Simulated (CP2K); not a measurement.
**Mo under changes of volume**

One of the cells (15.892 Å³/atom); the others are scaled copies at fixed shape and fractional positions:

```
CELL_PARAMETERS angstrom
2.74324 0.00000 0.00000
-0.91441 2.58635 0.00000
-0.91441 -1.29317 2.23984
ATOMIC_POSITIONS crystal
Mo 0.00000 0.00000 0.00000
```

```yaml
Program: CP2K 2026.2
Functional: PBEsol
Potentials_or_basis: POTENTIAL_UZH Mo GTH-PBE-q14; TZVP-MOLOPT-PBE-GTH basis
Density_cutoff: 6123 eV
k_mesh: 12 × 12 × 12
Occupations: fermi-dirac, width 0.05 eV
Spin: no spin polarisation
```

| volume (Å³/atom) | energy over the lowest point (meV/atom) | pressure (GPa) |
| --- | --- | --- |
| 14.938 | 17.30 | 10.9 |
| 15.256 | 2.41 | 4.3 |
| 15.574 | 0.00 | -1.7 |
| 15.892 | 8.76 | -7.0 |
| 16.209 | 27.51 | -11.8 |
| 16.527 | ? | ? |
| 16.845 | 90.99 | -19.9 |

Q: What does the run at 16.527 Å³/atom give?

A: Energy over the lowest point 55.23 meV/atom; pressure -16.1 GPa.

Worked out: A Birch-Murnaghan fit of order 3 (a polynomial in V^(-2/3)) to the other rows has its minimum at 15.48 Å³/atom with B0 = V·E''(V) = 283 GPa and B' = 4.4. It gives 55.23 meV/atom at 16.527 Å³/atom, against the run's 55.23, and -dE/dV = -16.1 GPa, against -16.1.

Energies are extrapolated to zero smearing.

Caveats: the potentials were made for another functional, which shifts forces and pressure; the basis of atomic orbitals isn't converged, which shifts pressures, moduli and gaps.
